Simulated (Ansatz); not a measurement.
# La2O3 (P-3m1): the host for defect calculations, part 2 of 2

Aim: the runs on the perfect crystal La2O3 (P-3m1) that a defect calculation needs first.

Ansatz 0.2.0; plane-wave PAW DFT, PBEsol; relaxation of the host's cell and atoms (the session's first sound run).

So far. Step 3 (Dielectric tensors of the host): The principal values of the electronic dielectric tensor are 4.84, 4.91 and 4.91. The principal values of the static dielectric tensor are 26.37, 26.37 and 27.13.

## (4) Defect free supercell on its symmetric sites

This cell, the one that will hold the defects, is built from the relaxed host. It is run at the k-points of the defect runs; forces that show here come from the change of settings, chiefly the coarser sampling.

This step: plane-wave PAW DFT, PBEsol; single point of the defect-free supercell (Ansatz 0.2.0).

System of this step: La2O3 (P-3m1). It takes space group P-3m1 (No. 164, trigonal). The conventional cell has a = 3.906 Å, b = 3.906 Å, c = 6.041 Å, α = 90.00°, β = 90.00°, γ = 120.00°. Nearest to La lie 7 O at 2.35 to 2.70 Å. Nearest to O lie 4 La at 2.35 to 2.42 Å. Nearest to O lie 6 La at 2.70 Å. Farther neighbours and most contacts between anions are not listed.

Input file pristine.point/input.yaml:

```yaml
crystal:
  lattice:
    - [7.8117171873, -5.74e-08, 0.0]
    - [-3.905858544, 6.76514556, 0.0]
    - [0.0, 0.0, 12.0826819538]
  atoms:
    - { symbol: La, position: [0.3333333334, 0.1666666666, 0.3773012146] }
    - { symbol: La, position: [0.1666666666, 0.3333333334, 0.1226987854] }
    - { symbol: O, position: [0.3333333334, 0.1666666666, 0.1770143394] }
    - { symbol: O, position: [0.1666666666, 0.3333333334, 0.3229856606] }
    - { symbol: O, position: [0.0, 0.0, 0.0] }
    - { symbol: La, position: [0.3333333334, 0.1666666666, 0.8773012146] }
    - { symbol: La, position: [0.1666666666, 0.3333333334, 0.6226987854] }
    - { symbol: O, position: [0.3333333334, 0.1666666666, 0.6770143394] }
    - { symbol: O, position: [0.1666666666, 0.3333333334, 0.8229856606] }
    - { symbol: O, position: [0.0, 0.0, 0.5] }
    - { symbol: La, position: [0.3333333334, 0.6666666666, 0.3773012146] }
    - { symbol: La, position: [0.1666666666, 0.8333333333, 0.1226987854] }
    - { symbol: O, position: [0.3333333334, 0.6666666666, 0.1770143394] }
    - { symbol: O, position: [0.1666666666, 0.8333333333, 0.3229856606] }
    - { symbol: O, position: [0.0, 0.5, 0.0] }
    - { symbol: La, position: [0.3333333334, 0.6666666666, 0.8773012146] }
    - { symbol: La, position: [0.1666666666, 0.8333333333, 0.6226987854] }
    - { symbol: O, position: [0.3333333334, 0.6666666666, 0.6770143394] }
    - { symbol: O, position: [0.1666666666, 0.8333333333, 0.8229856606] }
    - { symbol: O, position: [0.0, 0.5, 0.5] }
    - { symbol: La, position: [0.8333333333, 0.1666666666, 0.3773012146] }
    - { symbol: La, position: [0.6666666666, 0.3333333334, 0.1226987854] }
    - { symbol: O, position: [0.8333333333, 0.1666666666, 0.1770143394] }
    - { symbol: O, position: [0.6666666666, 0.3333333334, 0.3229856606] }
    - { symbol: O, position: [0.5, 0.0, 0.0] }
    - { symbol: La, position: [0.8333333333, 0.1666666666, 0.8773012146] }
    - { symbol: La, position: [0.6666666666, 0.3333333334, 0.6226987854] }
    - { symbol: O, position: [0.8333333333, 0.1666666666, 0.6770143394] }
    - { symbol: O, position: [0.6666666666, 0.3333333334, 0.8229856606] }
    - { symbol: O, position: [0.5, 0.0, 0.5] }
    - { symbol: La, position: [0.8333333333, 0.6666666666, 0.3773012146] }
    - { symbol: La, position: [0.6666666666, 0.8333333333, 0.1226987854] }
    - { symbol: O, position: [0.8333333333, 0.6666666666, 0.1770143394] }
    - { symbol: O, position: [0.6666666666, 0.8333333333, 0.3229856606] }
    - { symbol: O, position: [0.5, 0.5, 0.0] }
    - { symbol: La, position: [0.8333333333, 0.6666666666, 0.8773012146] }
    - { symbol: La, position: [0.6666666666, 0.8333333333, 0.6226987854] }
    - { symbol: O, position: [0.8333333333, 0.6666666666, 0.6770143394] }
    - { symbol: O, position: [0.6666666666, 0.8333333333, 0.8229856606] }
    - { symbol: O, position: [0.5, 0.5, 0.5] }
basis:
  ecutwfc: 420
  xc_grid: 2
hamiltonian:
  xc: pbesol
kpoints:
  mp_grid: { grid: [1, 1, 1], shift: [0.25, 0.25, 0.25] }
scf:
  occupations: { method: fermi_dirac, width: 0.01 }
  max_iter: 80
output:
  forces: true
checkpoint:
  write: "../pristine.point.run"
  compress: false
  write_wavefunctions: false
  write_every: 100000
```

Command:

```
ansatz run input.yaml --threads 2 --pin off --max-ram 3768MiB --backend cpu --events-out ev --progress --plain --runs-dir out
```

Numbers of over 12 decimals in the logs are rounded to 6 here.

Output:

```text
[...]
Crystal: 40 atoms, lattice volume = 638.538 Å³
Basis set: ecut = 420 eV, 12383 PW (Γ), exchange–correlation on 108×108×162 points (8 copies of the dense FFT grid, shifted against one another)
Bands: 200, of which v1, the nominal top of the filled ones, is band 160 counted from 1 (159 counted from 0)
Symmetry: 16 space group operations
k-points: 1
[...]
SCF iter   1: F=—  HF=-112118.768225 eV  |F-HF|=—  |Δ(HF+E_count)|=         —  Δρ=1.66e-2  dr2=1.61e0  ethr=1.77e-3  ⟨swp⟩=6.0  Hψ=832  notcnv=0  defer=13
[...]
SCF iter   9: F=-112118.437867 eV  HF=-112118.437867 eV  |F-HF|=1.12e-9  |Δ(HF+E_count)|=   1.16e-7  Δρ=6.97e-7  dr2=3.77e-9  ethr=3.13e-11  ⟨swp⟩=4.0  Hψ=653  notcnv=0
SCF 1 converged in 9 iterations: F = -112118.437867 eV  dr2 = 3.77e-9
[...]
SCF converged after 9 iterations
Free energy (F): -112118.437867 eV
[...]
Internal energy: -112118.437867 eV  (E = F + TS)
E sigma→0 (E₀):  -112118.437867 eV
Fermi energy:    11.748713 eV
[...]
--- Forces (eV/Å), atoms counted from 1 ---
  atom   1  La     0.14128196    -0.07898577    -0.00502378
  atom   2  La    -0.14128196     0.07898577     0.00502378
  atom   3  O      0.14206446    -0.08392493    -0.06024289
  atom   4  O     -0.14206446     0.08392493     0.06024289
  atom   5  O     -0.00000000    -0.00000000    -0.00000000
  atom   6  La     0.14128196    -0.07898577    -0.00502378
  atom   7  La    -0.14128196     0.07898577     0.00502378
  atom   8  O      0.14206446    -0.08392493    -0.06024289
  atom   9  O     -0.14206446     0.08392493     0.06024289
  atom  10  O      0.00000000    -0.00000000    -0.00000000
  atom  11  La     0.14128196    -0.07898577    -0.00502378
  atom  12  La    -0.14128196     0.07898577     0.00502378
  atom  13  O      0.14206446    -0.08392493    -0.06024289
  atom  14  O     -0.14206446     0.08392493     0.06024289
  atom  15  O      0.00000000     0.00000000    -0.00000000
  atom  16  La     0.14128196    -0.07898577    -0.00502378
  atom  17  La    -0.14128196     0.07898577     0.00502378
  atom  18  O      0.14206446    -0.08392493    -0.06024289
  atom  19  O     -0.14206446     0.08392493     0.06024289
  atom  20  O      0.00000000    -0.00000000    -0.00000000
  atom  21  La     0.14128196    -0.07898577    -0.00502378
  atom  22  La    -0.14128196     0.07898577     0.00502378
  atom  23  O      0.14206446    -0.08392493    -0.06024289
  atom  24  O     -0.14206446     0.08392493     0.06024289
  atom  25  O      0.00000000    -0.00000000     0.00000000
  atom  26  La     0.14128196    -0.07898577    -0.00502378
  atom  27  La    -0.14128196     0.07898577     0.00502378
  atom  28  O      0.14206446    -0.08392493    -0.06024289
  atom  29  O     -0.14206446     0.08392493     0.06024289
  atom  30  O      0.00000000     0.00000000     0.00000000
  atom  31  La     0.14128196    -0.07898577    -0.00502378
  atom  32  La    -0.14128196     0.07898577     0.00502378
  atom  33  O      0.14206446    -0.08392493    -0.06024289
  atom  34  O     -0.14206446     0.08392493     0.06024289
  atom  35  O      0.00000000    -0.00000000     0.00000000
  atom  36  La     0.14128196    -0.07898577    -0.00502378
  atom  37  La    -0.14128196     0.07898577     0.00502378
  atom  38  O      0.14206446    -0.08392493    -0.06024289
  atom  39  O     -0.14206446     0.08392493     0.06024289
  atom  40  O     -0.00000000     0.00000000    -0.00000000
  max |Σ_I F_I| component: 8.33e-17 eV/Å
```

The job ended after 10 s (2 threads of Arm Neoverse N1, shared host; peak memory 1.1 GiB).

Force (size) by element, in eV/Å:

```csv
element,atoms,mean,spread (r.m.s.),least,largest
La,16,0.162,0.000,0.162,0.162
O,24,0.117,0.083,0.000,0.176
```

The atoms with the largest values:

| atom | x, y, z (Å) | force (eV/Å) |
| --- | --- | --- |
| O3 | 1.95, 1.13, 2.14 | 0.142, -0.084, -0.060 |
| O9 | 0.00, 2.26, 9.94 | -0.142, 0.084, 0.060 |
| O14 | -1.95, 5.64, 3.90 | -0.142, 0.084, 0.060 |
| O34 | 1.95, 5.64, 3.90 | -0.142, 0.084, 0.060 |
| O8 | 1.95, 1.13, 8.18 | 0.142, -0.084, -0.060 |
| O13 | 0.00, 4.51, 2.14 | 0.142, -0.084, -0.060 |
| O19 | -1.95, 5.64, 9.94 | -0.142, 0.084, 0.060 |
| O4 | 0.00, 2.26, 3.90 | -0.142, 0.084, 0.060 |

## (5) Defect free supercell relaxed from displaced atoms

This step: plane-wave PAW DFT, PBEsol; relaxation of the defect-free supercell from random displacements, a test of the host's stability (Ansatz 0.2.0).

pristine.rattled/input.yaml, as its differences from pristine.point/input.yaml of step 4:

```diff
@@ -58,4 +58,8 @@
   forces: true
+relax:
+  f_tol: 0.01
+  max_steps: 120
+  random_displacement: { amplitude: 0.08, seed: 2873 }
 checkpoint:
-  write: "../pristine.point.run"
+  write: "../pristine.rattled.run"
   compress: false
```

Output:

```text
[...]
Crystal: 40 atoms, lattice volume = 638.538 Å³
Basis set: ecut = 420 eV, 12383 PW (Γ), exchange–correlation on 108×108×162 points (8 copies of the dense FFT grid, shifted against one another)
Bands: 200, of which v1, the nominal top of the filled ones, is band 160 counted from 1 (159 counted from 0)
Symmetry: 1 space group operations
k-points: 1
[...]
SCF iter   1: F=—  HF=-112117.722287 eV  |F-HF|=—  |Δ(HF+E_count)|=         —  Δρ=1.67e-2  dr2=1.67e0  ethr=1.77e-3  ⟨swp⟩=5.0  Hψ=806  notcnv=0  defer=15
[...]
SCF iter   8: F=-112117.382574 eV  HF=-112117.382574 eV  |F-HF|=6.24e-7  |Δ(HF+E_count)|=   7.56e-7  Δρ=1.37e-5  dr2=1.53e-6  ethr=7.81e-10  ⟨swp⟩=3.0  Hψ=691  notcnv=0
SCF 1 converged in 8 iterations: F = -112117.382574 eV  dr2 = 1.53e-6
[...]
relax step   1: F+E_penalty+E_count = -112117.38257433 eV  Δ(F+E_penalty+E_count) = +0.000e0 eV  max|allowed force component| = 1.460e0 eV/Å  Δτ_max = 0.0000 Å  (8 SCF iters, dr2 threshold 2.50e-6 eV, accepted)
[...]
relax step   2: F+E_penalty+E_count = -112117.31494396 eV  Δ(F+E_penalty+E_count) = +6.763e-2 eV  max|allowed force component| = 1.841e0 eV/Å  Δτ_max = 0.1958 Å  (8 SCF iters, dr2 threshold 1.00e-4 eV, rejected (line search))
relax step   3: F+E_penalty+E_count = -112118.46376655 eV  Δ(F+E_penalty+E_count) = -1.081e0 eV  max|allowed force component| = 1.028e-1 eV/Å  Δτ_max = 0.0979 Å  (10 SCF iters, accepted)
relax step   4: F+E_penalty+E_count = -112118.46748541 eV  Δ(F+E_penalty+E_count) = -3.719e-3 eV  max|allowed force component| = 6.662e-2 eV/Å  Δτ_max = 0.0355 Å  (7 SCF iters, dr2 threshold 6.60e-7 eV, accepted)
relax step   5: F+E_penalty+E_count = -112118.47629405 eV  Δ(F+E_penalty+E_count) = -8.809e-3 eV  max|allowed force component| = 4.189e-2 eV/Å  Δτ_max = 0.0211 Å  (7 SCF iters, dr2 threshold 2.77e-7 eV, accepted)
relax step   6: F+E_penalty+E_count = -112118.46010471 eV  Δ(F+E_penalty+E_count) = +1.619e-2 eV  max|allowed force component| = 8.892e-2 eV/Å  Δτ_max = 0.0180 Å  (7 SCF iters, dr2 threshold 6.94e-7 eV, rejected (line search))
relax step   7: F+E_penalty+E_count = -112118.47712130 eV  Δ(F+E_penalty+E_count) = -8.272e-4 eV  max|allowed force component| = 1.895e-2 eV/Å  Δτ_max = 0.0069 Å  (7 SCF iters, accepted)
relax step   8: F+E_penalty+E_count = -112118.47576211 eV  Δ(F+E_penalty+E_count) = +1.359e-3 eV  max|allowed force component| = 4.183e-2 eV/Å  Δτ_max = 0.0049 Å  (6 SCF iters, rejected (line search))
relax step   9: F+E_penalty+E_count = -112118.47738645 eV  Δ(F+E_penalty+E_count) = -2.652e-4 eV  max|allowed force component| = 1.126e-2 eV/Å  Δτ_max = 0.0024 Å  (6 SCF iters, accepted)
relax step  10: F+E_penalty+E_count = -112118.47410066 eV  Δ(F+E_penalty+E_count) = +3.286e-3 eV  max|allowed force component| = 5.385e-2 eV/Å  Δτ_max = 0.0078 Å  (7 SCF iters, rejected (line search))
relax step  11: F+E_penalty+E_count = -112118.47747866 eV  Δ(F+E_penalty+E_count) = -9.221e-5 eV  max|allowed force component| = 1.032e-2 eV/Å  Δτ_max = 0.0039 Å  (7 SCF iters, accepted)
SCF iter   1: F=—  HF=-112118.476554 eV  |F-HF|=—  |Δ(HF+E_count)|=         —  Δρ=2.04e-4  dr2=2.35e-4  ethr=6.13e-7  ⟨swp⟩=3.0  Hψ=375  notcnv=0  defer=33
[...]
SCF iter   6: F=-112118.477559 eV  HF=-112118.477559 eV  |F-HF|=2.85e-9  |Δ(HF+E_count)|=   4.05e-8  Δρ=1.64e-6  dr2=1.48e-8  ethr=3.13e-11  ⟨swp⟩=4.0  Hψ=668  notcnv=0
SCF 12 converged in 6 iterations: F = -112118.477559 eV  dr2 = 1.48e-8
relax step  12: F+E_penalty+E_count = -112118.47755881 eV  Δ(F+E_penalty+E_count) = -8.015e-5 eV  max|allowed force component| = 7.266e-3 eV/Å  Δτ_max = 0.0030 Å  (6 SCF iters, accepted)
SCF converged after 6 iterations
Free energy (F): -112118.477559 eV
[...]
Internal energy: -112118.477559 eV  (E = F + TS)
E sigma→0 (E₀):  -112118.477559 eV
Fermi energy:    11.764796 eV
[...]
--- Forces (eV/Å), atoms counted from 1 ---
  atom   1  La    -0.00526255     0.00123827     0.00103151
  atom   2  La    -0.00309692    -0.00048472    -0.00666777
  atom   3  O      0.00180211     0.00083580     0.00062361
  atom   4  O      0.00430726     0.00009077    -0.00075692
  atom   5  O      0.00013057     0.00175262    -0.00028999
  atom   6  La     0.00199709    -0.00035683     0.00268165
  atom   7  La     0.00279402     0.00107779     0.00316936
  atom   8  O     -0.00377980     0.00039640     0.00098034
  atom   9  O     -0.00314859     0.00034699     0.00043269
  atom  10  O      0.00032735    -0.00219139    -0.00066041
  atom  11  La     0.00016486     0.00406146    -0.00063917
  atom  12  La    -0.00056998    -0.00099306    -0.00632097
  atom  13  O     -0.00075849    -0.00057763     0.00135106
  atom  14  O      0.00326971    -0.00452395    -0.00055589
  atom  15  O      0.00019306    -0.00223260     0.00018902
  atom  16  La     0.00078485    -0.00213545     0.00307715
  atom  17  La     0.00042964    -0.00421297     0.00322945
  atom  18  O     -0.00026327     0.00344055    -0.00031233
  atom  19  O      0.00061951     0.00047220    -0.00184177
  atom  20  O     -0.00222355     0.00250256    -0.00252836
  atom  21  La    -0.00199636    -0.00456229    -0.00075799
  atom  22  La    -0.00149305     0.00077103    -0.00726580
  atom  23  O      0.00296830     0.00085652     0.00013619
  atom  24  O      0.00326815     0.00195408     0.00011607
  atom  25  O     -0.00122802     0.00350493     0.00017268
  atom  26  La     0.00117494     0.00183190     0.00417092
  atom  27  La     0.00489498    -0.00042602     0.00258177
  atom  28  O     -0.00473068     0.00076373    -0.00177169
  atom  29  O     -0.00120603    -0.00156673     0.00164003
  atom  30  O      0.00168571    -0.00171858     0.00213747
  atom  31  La    -0.00507794     0.00430226    -0.00085663
  atom  32  La    -0.00147973     0.00109643    -0.00443116
  atom  33  O      0.00148791    -0.00145692     0.00163376
  atom  34  O      0.00043421    -0.00181876    -0.00050228
  atom  35  O      0.00191002    -0.00312357     0.00352964
  atom  36  La     0.00006915    -0.00007333     0.00348287
  atom  37  La     0.00070323    -0.00518682     0.00290364
  atom  38  O      0.00009628     0.00282113    -0.00194085
  atom  39  O      0.00003485     0.00086477    -0.00165174
  atom  40  O      0.00076956     0.00266221     0.00047349
  max |Σ_I F_I| component: 7.35e-6 eV/Å
--- Relaxed structure (12 steps of the walk, 8 accepted, 0 SCFs on fresh bases) ---
  F+E_penalty+E_count = -112118.47755881 eV   max|allowed force component| = 7.266e-3 eV/Å
  atoms:
    - { symbol: La, position: [0.336172, 0.165818, 0.376611] }
    - { symbol: La, position: [0.166857, 0.334858, 0.121804] }
    - { symbol: O, position: [0.335571, 0.166116, 0.175533] }
    - { symbol: O, position: [0.167296, 0.334495, 0.322773] }
    - { symbol: O, position: [0.001341, 0.000159, -0.000829] }
    - { symbol: La, position: [0.336068, 0.165807, 0.876592] }
    - { symbol: La, position: [0.166791, 0.334751, 0.621704] }
    - { symbol: O, position: [0.335631, 0.166094, 0.675602] }
    - { symbol: O, position: [0.167386, 0.334478, 0.822757] }
    - { symbol: O, position: [0.001572, 0.000499, 0.499290] }
    - { symbol: La, position: [0.336069, 0.665714, 0.376658] }
    - { symbol: La, position: [0.166829, 0.834766, 0.121810] }
    - { symbol: O, position: [0.335592, 0.666100, 0.175697] }
    - { symbol: O, position: [0.167321, 0.834544, 0.322849] }
    - { symbol: O, position: [0.001565, 0.500476, -0.000748] }
    - { symbol: La, position: [0.336127, 0.665857, 0.876541] }
    - { symbol: La, position: [0.166856, 0.834915, 0.621711] }
    - { symbol: O, position: [0.335565, 0.666087, 0.675463] }
    - { symbol: O, position: [0.167331, 0.834542, 0.822724] }
    - { symbol: O, position: [0.001409, 0.500090, 0.499137] }
    - { symbol: La, position: [0.836149, 0.165878, 0.376641] }
    - { symbol: La, position: [0.666894, 0.334817, 0.121788] }
    - { symbol: O, position: [0.835521, 0.166100, 0.175599] }
    - { symbol: O, position: [0.667331, 0.334481, 0.322735] }
    - { symbol: O, position: [0.501416, 2.4394072337014712e-5, -0.000844] }
    - { symbol: La, position: [0.836073, 0.165733, 0.876564] }
    - { symbol: La, position: [0.666765, 0.334797, 0.621733] }
    - { symbol: O, position: [0.835597, 0.166085, 0.675590] }
    - { symbol: O, position: [0.667385, 0.334516, 0.822783] }
    - { symbol: O, position: [0.501448, 0.000515, 0.499157] }
    - { symbol: La, position: [0.836093, 0.665685, 0.376643] }
    - { symbol: La, position: [0.666834, 0.834775, 0.121821] }
    - { symbol: O, position: [0.835541, 0.666073, 0.175644] }
    - { symbol: O, position: [0.667399, 0.834517, 0.322915] }
    - { symbol: O, position: [0.501486, 0.500562, -0.000889] }
    - { symbol: La, position: [0.836075, 0.665835, 0.876558] }
    - { symbol: La, position: [0.666889, 0.834928, 0.621685] }
    - { symbol: O, position: [0.835524, 0.666078, 0.675505] }
    - { symbol: O, position: [0.667367, 0.834526, 0.822667] }
    - { symbol: O, position: [0.501334, 0.500009, 0.499098] }
```

Wall time 4.3 min (2 threads); peak memory 1.1 GiB; 8.4 min of CPU time.

The steps of the relaxation:

```csv
step,energy less that of the first step (eV),largest force component (eV/Å)
1,0.0000,1.4604
2,0.0676,1.8412
3,-1.0812,0.1028
4,-1.0849,0.0666
5,-1.0937,0.0419
6,-1.0775,0.0889
7,-1.0945,0.0190
8,-1.0932,0.0418
9,-1.0948,0.0113
10,-1.0915,0.0538
11,-1.0949,0.0103
12,-1.0950,0.0073
```

Relaxation steps 2, 6, 8, 10 were tried and not accepted.

The atoms that moved most (Å, from the sites as typed, ahead of the random displacement, the mean shift of all atoms taken out):

```
atom      dx      dy      dz  length
La31   0.015  -0.009   0.002   0.018
La17  -0.015   0.009  -0.002   0.017
La37  -0.015   0.009  -0.002   0.017
La11   0.015  -0.008   0.002   0.017
 La1   0.015  -0.008   0.002   0.017
La27  -0.015   0.008  -0.002   0.017
La26   0.015  -0.008   0.001   0.017
 La2  -0.015   0.008  -0.001   0.017
```

Final coordinates:

```xyz
40
Lattice="7.8117 0.0000 0.0000 -3.9059 6.7651 0.0000 0.0000 0.0000 12.0827" Properties=species:S:1:pos:R:3 pbc="T T T"
La    1.9784    1.1218    4.5505
La   -0.0045    2.2654    1.4717
O     1.9726    1.1238    2.1209
O     0.0004    2.2629    3.9000
O     0.0098    0.0011   -0.0100
La    1.9777    1.1217   10.5916
La   -0.0046    2.2646    7.5119
O     1.9731    1.1237    8.1631
O     0.0011    2.2628    9.9411
O     0.0103    0.0034    6.0328
La    0.0251    4.5037    4.5510
La   -1.9573    5.6473    1.4718
O     0.0199    4.5063    2.1229
O    -1.9525    5.6458    3.9009
O    -1.9426    3.3858   -0.0090
La    0.0250    4.5046   10.5910
La   -1.9576    5.6483    7.5119
O     0.0197    4.5062    8.1614
O    -1.9525    5.6458    9.9407
O    -1.9423    3.3832    6.0309
La    5.8839    1.1222    4.5508
La    3.9018    2.2651    1.4715
O     5.8781    1.1237    2.1217
O     3.9066    2.2628    3.8995
O     3.9168    0.0002   -0.0102
La    5.8838    1.1212   10.5912
La    3.9009    2.2650    7.5122
O     5.8787    1.1236    8.1629
O     3.9069    2.2630    9.9414
O     3.9152    0.0035    6.0312
La    3.9313    4.5035    4.5509
La    1.9486    5.6474    1.4719
O     3.9254    4.5061    2.1223
O     1.9540    5.6456    3.9017
O     1.9623    3.3864   -0.0107
La    3.9305    4.5045   10.5912
La    1.9484    5.6484    7.5116
O     3.9253    4.5061    8.1619
O     1.9537    5.6457    9.9400
O     1.9633    3.3826    6.0304
```

The relaxation ends 27 meV an atom lower than the displaced start, with a largest force component of 0.0073 eV/Å.

## (6) What came out

| Quantity | Value |
| --- | --- |
| primitive cell vectors, lengths | 3.906, 3.906, 6.041 Å |
| electronic dielectric constant | principal values (4.84, 4.91, 4.91) |
| static dielectric constant | principal values (26.37, 26.37, 27.13) |
| gap on the k-mesh of the response run (PBEsol) | 3.86 eV |
| symmetric supercell less the displaced and relaxed one | 0.040 eV |

**Reading.** Step 5: The energy fell by 1.095 eV from the randomly displaced start; against the sites as typed, La31 ends farthest off, by 0.02 Å, once the mean shift is taken out. The displaced cell ends a little lower than the symmetric single point, which was not relaxed at these k-points, and keeps its space group, so no other structure shows. The k-mesh can miss the band edges, so this gap is an upper bound at this level. All at zero temperature.

[Logs are printed without paths, hosts, clocks, repeated set-up lines and the standing remarks that a program may print on its own settings, such as how far it seeks lower states.]

[Hosts, paths, dates, database ids (printed as entryN), source tags and the programs' standing remarks are cut or masked in the printed files.]

[Runs of the host that timed out are not shown.]

[For some hosts the program warned that the k-mesh of the response run may be too coarse for force constants and the static dielectric constant; such warnings are not always shown.]
